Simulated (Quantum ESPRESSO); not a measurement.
Runs of Quantum ESPRESSO 7.5 on BeTe. It takes space group F-43m (No. 216, cubic). The conventional cell has a = 5.540 Å, b = 5.540 Å, c = 5.540 Å, α = 90.00°, β = 90.00°, γ = 90.00°. Te (site symmetry -43m) has 4 Be at 2.40 Å as nearest neighbours. Be (site symmetry -43m) has 4 Te at 2.40 Å as nearest neighbours. 

```csv
level,potentials or basis,form of the LDA correlation,pressure (GPa)
AM05,PseudoDojo 0.4.1 SR PBE standard,-,2.9
BLYP,PseudoDojo 0.4.1 SR PBE standard,-,7.2
LDA,PseudoDojo 0.4.1 SR LDA standard,PW92,0.6
WC,PseudoDojo 0.4.1 SR PBE standard,-,(b)
PBEsol,PseudoDojo 0.4.1 SR PBEsol standard,-,(a)
```

Alike in all rows: task dielectric tensor; no spin polarisation; cell as given; k mesh 6 × 6 × 6, shifted; cutoff (eV) 1197; smearing fermi-dirac 0.05 eV.

Q: Estimate the missing entries.

A: (a) 2.4; (b) 2.8.

Caveats: the potentials were made for another functional, which shifts forces and pressure (some runs); the cell is more than 3 GPa from zero pressure, which shifts response properties (some runs).

Runs at the PBE level aren't shown here.
